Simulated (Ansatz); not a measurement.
# WC: the cost of one run

Method: DFT PBE+D3(BJ), scalar-relativistic, plane waves, PAW, in Ansatz 0.2.0.

3 further runs of the same task are left out: 1 that didn't finish, 2 set aside as unsound or not needed.

## 1. The system as given

Symmetry: P-6m2, No. 187, hexagonal system. Conventional cell: a = 2.902 Å, b = 2.902 Å, c = 2.833 Å, α = 90.00°, β = 90.00°, γ = 120.00°. W (site symmetry -6m2) has 6 C at 2.19 Å as nearest neighbours. C (site symmetry -6m2) is surrounded by 6 W at 2.19 Å.

As a file:

```
W C
1.0
     2.90191    0.00000    0.00000
    -1.45095    2.51312    0.00000
     0.00000    0.00000    2.83267
W C
1 1
Cartesian
  0.0000 0.0000 0.0000
  1.4510 0.8377 1.4163
```

It is the result of an earlier relaxation at this level (volume 10.33 Å³/atom; gap on the mesh: none (metal)).

## 2. The slab

Planes are indexed in the bulk's conventional cell (P-6m2 (No. 187)), a = 2.902 Å, b = 2.902 Å, c = 2.833 Å, α = 90.00°, β = 90.00°, γ = 120.00°.

A (110) slab, 5.8 Å thick as cut, with 17 Å of vacuum, in a 2×1 surface cell; its outer planes are WC (top) and WC (bottom).

The slab as cut. Layers, bottom to top:

```tsv
plane	atoms per cell	height over the lowest (Å)
1	W2C2	0.00
2	W2C2	1.45
3	W2C2	2.90
4	W2C2	4.35
5	W2C2	5.80
```

## 3. The clean surface, relaxed

The input, input.yaml:

```yaml
crystal:
  lattice:
    - [5.6653313018, 0.0, 0.0]
    - [0.0, 5.0262480894, 0.0]
    - [0.0, 0.0, 22.8038113749]
  atoms:
    - { symbol: W, position: [0.0, 0.5, 0.3727447075] }
    - { symbol: W, position: [0.5, 0.5, 0.3727447075] }
    - { symbol: C, position: [0.25, 0.8333333333, 0.3727447075] }
    - { symbol: C, position: [0.75, 0.8333333333, 0.3727447075] }
    - { symbol: W, position: [0.0, 0.0, 0.4363723537] }
    - { symbol: W, position: [0.5, 0.0, 0.4363723537] }
    - { symbol: C, position: [0.25, 0.3333333333, 0.4363723537] }
    - { symbol: C, position: [0.75, 0.3333333333, 0.4363723537] }
    - { symbol: W, position: [0.0, 0.5, 0.5] }
    - { symbol: W, position: [0.5, 0.5, 0.5] }
    - { symbol: C, position: [0.25, 0.8333333333, 0.5] }
    - { symbol: C, position: [0.75, 0.8333333333, 0.5] }
    - { symbol: W, position: [0.0, 0.0, 0.5636276463] }
    - { symbol: W, position: [0.5, 0.0, 0.5636276463] }
    - { symbol: C, position: [0.25, 0.3333333333, 0.5636276463] }
    - { symbol: C, position: [0.75, 0.3333333333, 0.5636276463] }
    - { symbol: W, position: [0.0, 0.5, 0.6272552925] }
    - { symbol: W, position: [0.5, 0.5, 0.6272552925] }
    - { symbol: C, position: [0.25, 0.8333333333, 0.6272552925] }
    - { symbol: C, position: [0.75, 0.8333333333, 0.6272552925] }
basis:
  ecutwfc: 420
kpoints:
  mp_grid: { grid: [5, 6, 1] }
hamiltonian:
  xc: pbe
  dispersion: d3bj
scf:
  occupations: { method: gaussian, width: 0.1 }
output:
  forces: true
  eigenvalues: true
  write_density: true
  write_potential: true
  elf: true
  volumetric_format: npy
relax:
  adjacent_minimum: "off"
  f_tol: 0.03
  max_steps: 70
  constraints: [{ sites: [0, 1, 2, 3, 4, 5, 6, 7] }]
efield:
  axis: 3
  dipole_correction: true
  ramp_width: 0.04
```

Launch:

```sh
$ ansatz run input.yaml --threads 4 --pin off --max-ram 12288MiB --backend cpu --events-out ev --progress --plain --runs-dir out
```

**Question.** How long does this run take on 4 threads of an x86-64 CPU, shared host, and how much memory does it need?

About 1.8 min, with a peak of 1.9 GiB.
